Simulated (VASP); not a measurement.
# Te2Mo in VASP: notebook, part 2 of 2

VASP 6.6.1.

### 5 Single point, PBE0

File POSCAR:

```
Te2Mo
1.0
    3.5602328140      0.0000000000      0.0000000000
   -1.7801164070      3.0832520603      0.0000000000
    0.0000000000      0.0000000000     17.5240578200
Te Mo
2 1
Direct
    0.3333333333      0.6666666667      0.1021445500
    0.3333333333      0.6666666667      0.8978554500
    0.0000000000      0.0000000000      0.0000000000
```

File INCAR.step1:

```
SYSTEM = Te2Mo
ALGO = Normal
EDIFF = 1E-5
ENCUT = 350
GGA = PE
ISIF = 2
ISMEAR = 0
LASPH = .TRUE.
LCHARG = .FALSE.
LREAL = .FALSE.
LWAVE = .TRUE.
NBANDS = 21
NELM = 100
NKRED = 1
PREC = Accurate
SIGMA = 0.01
```

File INCAR.step2:

```
SYSTEM = Te2Mo
AEXX = 0.25
ALGO = Normal
EDIFF = 1E-6
ENCUT = 350
GGA = PE
ISIF = 2
ISMEAR = 0
ISTART = 1
LASPH = .TRUE.
LCHARG = .FALSE.
LHFCALC = .TRUE.
LREAL = .FALSE.
LWAVE = .FALSE.
NBANDS = 21
NELM = 100
NKRED = 1
PREC = Accurate
PRECFOCK = Medium
SIGMA = 0.01
```

File KPOINTS:

```
k-points
0
G
  4 4 1
  0 0 0
```

Potentials or basis: VASP PAW PBE potentials, release 64 (Te, Mo_sv).

Run with:

```bash
cat potpaw_PBE.64/Te/POTCAR potpaw_PBE.64/Mo_sv/POTCAR > POTCAR
cp INCAR.step1 INCAR
mpirun -np 1 vasp_std > vasp.out
cp INCAR.step2 INCAR
mpirun -np 1 vasp_std > vasp.out
```

OUTCAR:

```text
SYSTEM = Te2Mo
   AEXX = 0.25
   EDIFF = 1E-6
   ENCUT = 350
   GGA = PE
   ISIF = 2
   ISMEAR = 0
   ISTART = 1
   LASPH = .TRUE.
   LHFCALC = .TRUE.
   LREAL = .FALSE.
   NELM = 100
   NKRED = 1
   PREC = Accurate
   PRECFOCK = Medium

 Found      4 irreducible k-points:

 Following reciprocal coordinates:
            Coordinates               Weight
  0.000000  0.000000  0.000000      1.000000
  0.250000  0.000000  0.000000      6.000000
  0.500000  0.000000  0.000000      3.000000
  0.250000  0.250000  0.000000      6.000000
   k-points           NKPTS =      4   k-points in BZ     NKDIM =     16   number of bands    NBANDS=     21
   number of dos      NEDOS =    301   number of ions     NIONS =      3
   total plane-waves  NPLWV =  62208
   dimension x,y,z NGX =    24 NGY =   24 NGZ =  108
   dimension x,y,z NGXF=    48 NGYF=   48 NGZF=  216
   ions per type =               2   1
   NGX,Y,Z   is equivalent  to a cutoff of  11.21, 11.21, 10.25 a.u.
   NGXF,Y,Z  is equivalent  to a cutoff of  22.41, 22.41, 20.49 a.u.
 SYSTEM =  Te2Mo
   PREC   = accura    normal or accurate (medium, high low for compatibility)
   ISTART =      1    job   : 0-new  1-cont  2-samecut
   ICHARG =      0    charge: 1-file 2-atom 10-const
   ISPIN  =      1    spin polarized calculation?
   LNONCOLLINEAR =      F non collinear calculations
   LSORBIT =      F    spin-orbit coupling
   LASPH  =      T    aspherical Exc in radial PAW
   ENCUT  =  350.0 eV  25.72 Ry    5.07 a.u.   5.43  5.43 26.73*2*pi/ulx,y,z
   NELM   =    100;   NELMIN=  2; NELMDL=  0     # of ELM steps
   EDIFF  = 0.1E-05   stopping-criterion for ELM
   LREAL  =      F    real-space projection
   EDIFFG = 0.1E-04   stopping-criterion for IOM
   NSW    =      0    number of steps for IOM
   IBRION =     -1    ionic relax: 0-MD 1-quasi-New 2-CG
   NFREE  =      0    steps in history (QN), initial steepest desc. (CG)
   ISIF   =      2    stress and relaxation
   ISYM   =      3    0-nonsym 1-usesym 2-fastsym
   POTIM  = 0.5000    time-step for ionic-motion
   TEBEG  =    0.0;   TEEND  =   0.0 temperature during run
   PSTRESS=    0.0 pullay stress
   NELECT =      26.0000    total number of electrons
   NUPDOWN=      -1.0000    fix difference up-down
   EMIN   =  10.00;   EMAX   =-10.00  energy-range for DOS
   EFERMI =   0.00;   METHOD = LEGACY
   ISMEAR =     0;   SIGMA  =   0.01  broadening in eV -4-tet -1-fermi 0-gaus
   EFERMI_NEDOS =   21; number of points for ismear=-14 and -15
   IALGO  =     38    algorithm
   IMIX   =      1    mixing-type and parameters
     AMIX     =   0.40;   BMIX     =  1.00
     AMIX_MAG =   1.60;   BMIX_MAG =  1.00
  volume/ion in A,a.u.               =      64.12       432.71
  Fermi-wavevector in a.u.,A,eV,Ry     =   0.840153  1.587660  9.603777  0.705858
  Thomas-Fermi vector in A             =   1.954489
   LORBIT       =      0    0 simple, 1 ext, 2 COOP (PROOUT), +10 PAW based schemes
   GGA     = PE    functional components
   LHFCALC =     T    Hartree Fock is set to
   PRECFOCK=medium    Normal, Fast or Accurate (Low or Medium for compatibility)
   ENCUT4O =  -1.0   cutoff for four orbital integrals eV
   NKREDX  =     1    reduce k-point grid by
   NKREDY  =     1    reduce k-point grid by
   NKREDZ  =     1    reduce k-point grid by
   AEXX    =    0.2500 exact exchange contribution
   HFSCREEN=    0.0000 screening length (either q_TF or 0.3 A-1)
   HFSCREENC=   0.0000 screening length for correlation (either q_TF or 0.3 A-1)
   ENCUTFOCK=  -1.0 apply spherical cutoff to Coloumb kernel
   IVDW    =     0    specifies the selected vdW correction
   LEPSILON=     F    determine dielectric tensor
   LRPA    =     F    only Hartree local field effects (RPA)
 non-spin polarized calculation
 Gauss-broadening in eV      SIGMA  =   0.01
  energy-cutoff  :      350.00
  volume of cell :      192.36
 maximum number of plane-waves:      2969
 NGX is ok and might be reduce to    24

 number of electron      26.0000004 magnetization

 Free energy of the ion-electron system (eV)
  ---------------------------------------------------
  ext. energy  EPLUGINS =         0.00000000
  ---------------------------------------------------
  free energy    TOTEN  =       -24.13228572 eV

  energy without entropy =      -24.13228572  energy(sigma->0) =      -24.13228572

 E-fermi :  -0.7691     XC(G=0):  -3.6957

 val. band max:       -0.9527140509   @ k =   0.2500   0.2500   0.0000
 cond. band min:       2.0390437338   @ k =   0.5000   0.0000   0.0000
 fundamental gap:      2.9917577847
 Fermi energy:        -0.7690638599

 k-point     1 :       0.0000    0.0000    0.0000
  band No.  band energies     occupation
      1     -65.3693      2.00000
      2     -38.0876      2.00000
      3     -37.9819      2.00000
      4     -37.9819      2.00000
      5     -14.4607      2.00000
      6     -13.3476      2.00000
[... 13 lines left out ...]
     20       5.9737      0.00000
     21       7.0186      0.00000

 k-point     2 :       0.2500    0.0000    0.0000
  band No.  band energies     occupation
      1     -65.3634      2.00000
      2     -38.0729      2.00000
      3     -38.0605      2.00000
      4     -38.0013      2.00000
      5     -13.5908      2.00000
      6     -12.7656      2.00000
[... 13 lines left out ...]
     20       6.8855      0.00000
     21       7.8528      0.00000

 k-point     3 :       0.5000    0.0000    0.0000
  band No.  band energies     occupation
      1     -65.3576      2.00000
      2     -38.1401      2.00000
      3     -38.0567      2.00000
      4     -38.0214      2.00000
      5     -12.3186      2.00000
      6     -11.9564      2.00000
[... 13 lines left out ...]
     20       7.3908      0.00000
     21       7.5802      0.00000

 k-point     4 :       0.2500    0.2500    0.0000
  band No.  band energies     occupation
      1     -65.3577      2.00000
      2     -38.1104      2.00000
      3     -38.0575      2.00000
      4     -38.0497      2.00000
      5     -12.3827      2.00000
      6     -11.9705      2.00000
[... 13 lines left out ...]
     20       7.6190      0.00000
     21       7.7042      0.00000

------------------------ aborting loop because EDIFF is reached ----------------------------------------

  FORCE on cell =-STRESS in cart. coord.  units (eV):
  Direction    XX          YY          ZZ          XY          YZ          ZX
  --------------------------------------------------------------------------------------
  -------------------------------------------------------------------------------------
  Total       -1.8553476     -1.8553476     -1.3348536      0.0000000      0.0000000     -0.0000000
  in kB      -15.4530341    -15.4530341    -11.1178836      0.0000000      0.0000000     -0.0000000
  external PRESSURE =     -14.0079840 kB  Pullay stress =       0.0000000 kB

 VOLUME and BASIS-vectors are now :
 -----------------------------------------------------------------------------
  energy-cutoff  :      350.00
  volume of cell :      192.36
      direct lattice vectors                 reciprocal lattice vectors
     3.560232814  0.000000000  0.000000000     0.280880508  0.162166437  0.000000000
    -1.780116407  3.083252060  0.000000000     0.000000000  0.324332873  0.000000000
     0.000000000  0.000000000 17.524057820     0.000000000  0.000000000  0.057064409

 POSITION                                       TOTAL-FORCE (eV/Angst)
 -----------------------------------------------------------------------------------
     -0.00000      2.05550      1.78999        -0.000000      0.000000     -0.306449
     -0.00000      2.05550     15.73407        -0.000000      0.000000      0.306449
      0.00000      0.00000      0.00000         0.000000     -0.000000      0.000000
 -----------------------------------------------------------------------------------
    total drift:                                0.000006     -0.000004      0.000001

  FREE ENERGIE OF THE ION-ELECTRON SYSTEM (eV)
  ---------------------------------------------------
  free  energy   TOTEN  =       -24.1322857229 eV

  energy  without entropy=      -24.1322857229  energy(sigma->0) =      -24.13228572
```

Run time: 3.5 min. Hardware: 1 thread of AMD EPYC 9R45 (Zen 5), shared host; peak memory 0.23 GiB.

These settings aren't checked as converged: the numbers below hold their error.

What came out:

| Item | Value |
| --- | --- |
| Free energy | -24.1323 eV |
| Largest force | 0.306 eV/Å |
| Band gap on the k mesh | 2.99 eV, indirect (least direct gap 3.01 eV) |

Caveat: the k mesh is coarse (spacing up to 0.51 Å⁻¹), so the values aren't converged, least of all with exact exchange; the PAW data sets were made with another functional, which shifts forces and pressure a little; spin-orbit coupling is left out, which moves the levels of the heavy elements.

### 6 For comparison

An earlier run on the cell as given: functional PBE; potentials or basis VASP PAW PBE potentials, release 64 (Te, Mo_sv); cutoff 520 eV; k mesh 9 × 9 × 2; occupations fermi-dirac, width 0.05 eV; no spin polarisation.

- Largest force: 0.231 eV/Å
- Band gap on the k mesh: 1.05 eV, direct
